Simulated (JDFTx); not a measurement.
## W in JDFTx: convergence with k mesh

The system is W.

```
W
1.0
    -1.58234    1.58234    1.58234
     1.58234   -1.58234    1.58234
     1.58234    1.58234   -1.58234
W
1
Direct
  0.00000 0.00000 0.00000
```

```yaml
Program: JDFTx 1.7.0 (patched build)
Task: convergence study
Functional: PBE
Potentials_or_basis: PseudoDojo-SR-PBE-0.5-stringent
Cutoff: 1007 eV
Density_cutoff: 4027 eV
k_mesh: 2 × 2 × 2
Occupations: methfessel-paxton, width 0.1 eV
Spin: no spin polarisation
```

These are the settings of the first run; the series varies k mesh, with any setting tied to it.

Hardware: 1 thread of AMD EPYC 9R45 96-Core Processor (Zen 5), on a shared host.

```tsv
k mesh	energy less the tightest run, at zero smearing (meV/atom)	pressure (GPa)	SCF cycles	CPU time (s)	peak memory (GiB)
2 × 2 × 2	686.76	18.53	11	1.3	0.04
4 × 4 × 4	146.28	4.65	11	2.3	0.05
5 × 5 × 5	-57.03	5.54	11	2.8	0.05
6 × 6 × 6	-57.65	3.77	11	4.2	0.05
8 × 8 × 8	-9.45	6.13	11	7.2	0.06
10 × 10 × 10	-1.89	5.92	11	11	0.07
12 × 12 × 12	-8.29	6.02	11	16	0.1
14 × 14 × 14	0.00	6.30	11	22	0.12
```

Not settled before the last step: the energy (to 1 meV/atom), the pressure (to 0.1 GPa). Meshes of other sizes hit other points, so gaps and Fermi surfaces needn't settle smoothly. The tightest run that finished is the yardstick and may itself not be fully converged.

The run has no spin-orbit coupling, so splittings on W are missing.
